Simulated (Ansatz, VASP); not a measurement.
## BeTe: VASP beside Ansatz

```xyz
2
Lattice="0.0000 2.8284 2.8284 2.8284 0.0000 2.8284 2.8284 2.8284 0.0000" Properties=species:S:1:pos:R:3 pbc="T T T"
Be    0.0000    0.0000    0.0000
Te    1.4142    1.4142    1.4142
```

Alike in both runs: functional r2SCAN; k mesh 10 × 10 × 10; no spin polarisation.

Ansatz relaxed the structure, and its values are those at the end. VASP's run is a single point on that final structure, the one shown.

|  | VASP | Ansatz |
| --- | --- | --- |
| version | VASP 6.6.1 | Ansatz 0.2.0 |
| potentials or method | VASP PAW PBE potentials, release 64 (Be, Te) | PAW with Ansatz's default frozen-core files, scalar-relativistic |
| plane-wave cutoff (eV) | 520 | 500 |
| occupations | methfessel-paxton of order 1, width 0.05 eV | cold, width 0.05 eV |
| valence electrons in the cell | 8 | 18 |

Ansatz gave:

* pressure (GPa): 0.0

Task: What did VASP give for the same quantities?

Result: Pressure (GPa): 0.2.

The two sets of potentials don't hold the same shells in valence. Ansatz warned: «gradients_without_spin_orbit».

Caveats: the PAW data sets were made with another functional, which shifts forces and pressure a little (VASP); spin-orbit coupling is left out, which moves the levels of the heavy elements. A k mesh can miss the band edges. r2SCAN opens gaps a little over a GGA but as a rule still falls short of measured ones.
